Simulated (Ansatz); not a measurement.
# InSe: the cost of one run

Program: Ansatz 0.2.0. Level of theory: DFT r2SCAN, scalar-relativistic, plane waves, PAW. These are calculated values, not measurements.

2 further runs of the same task are left out: 2 set aside as unsound or not needed.

### Step 1. The system as given

It takes space group P-6m2 (No. 187, hexagonal). The conventional cell has a = 4.036 Å, b = 4.036 Å, c = 16.622 Å, α = 90.00°, β = 90.00°, γ = 120.00°. In (site symmetry 3m) is surrounded by 3 Se at 2.66 Å and 1 In at 2.79 Å. Around Se (site symmetry 3m) lie 3 In at 2.66 Å.

Coordinates:

```
CELL_PARAMETERS angstrom
4.03560 0.00000 0.00000
-2.01780 3.49493 0.00000
0.00000 0.00000 16.62236
ATOMIC_POSITIONS crystal
In 0.00000 0.00000 0.58402
In 0.00000 0.00000 0.41598
In 0.33333 0.66667 0.91598
In 0.33333 0.66667 0.08402
Se 0.66667 0.33333 0.83866
Se 0.66667 0.33333 0.16134
Se 0.33333 0.66667 0.66126
Se 0.33333 0.66667 0.33874
```

It goes back to an entry of the Materials Project, which need not be the stable form.

It is the result of an earlier relaxation at this level (volume 29.31 Å³/atom; gap on the mesh: 0.30 eV).

### Step 2. Level of theory: r2SCAN

File input.yaml:

```yaml
crystal:
  lattice:
    - [4.0355976621, 0.0, 0.0]
    - [-2.0177988311, 3.4949300948, 0.0]
    - [0.0, 0.0, 16.622361579]
  atoms:
    - { symbol: In, position: [0.0, 0.0, 0.5840230059] }
    - { symbol: In, position: [0.0, 0.0, 0.4159769941] }
    - { symbol: In, position: [0.3333333333, 0.6666666667, 0.9159831805] }
    - { symbol: In, position: [0.3333333333, 0.6666666667, 0.0840168195] }
    - { symbol: Se, position: [0.6666666667, 0.3333333333, 0.8386571915] }
    - { symbol: Se, position: [0.6666666667, 0.3333333333, 0.1613428085] }
    - { symbol: Se, position: [0.3333333333, 0.6666666667, 0.6612619172] }
    - { symbol: Se, position: [0.3333333333, 0.6666666667, 0.3387380828] }
basis:
  ecutwfc: 500
kpoints:
  mp_grid: { grid: [12, 12, 2] }
  band_path:
    path:
      - [[0.0, 0.0, 0.0], [0.5, 0.0, 0.0], [0.33333333, 0.33333333, 0.0], [0.0, 0.0, 0.0], [0.0, 0.0, 0.5], [0.5, 0.0, 0.5], [0.33333333, 0.33333333, 0.5], [0.0, 0.0, 0.5]]
      - [[0.5, 0.0, 0.5], [0.5, 0.0, 0.0]]
      - [[0.33333333, 0.33333333, 0.5], [0.33333333, 0.33333333, 0.0]]
    npoints: 14
hamiltonian:
  xc: r2scan
scf:
  occupations: { method: gaussian, width: 0.01 }
  n_extra_bands: 20
output:
  forces: true
  stress: true
  eigenvalues: true
  populations: true
  dos: { projected: true, de: 0.02, nscf_kmesh: { grid: [18, 18, 3] } }
  bader: true
  write_density: true
  write_potential: true
  elf: true
  volumetric_format: npy
```

Launch:

```sh
> ansatz run input.yaml --threads 4 --pin off --max-ram 10240MiB --backend cpu --events-out ev --progress --plain --runs-dir out
```

What time and memory should one allow on 4 threads of Intel Xeon at 2.70GHz, shared host?

About 2.5 min, with a peak of 2.4 GiB.
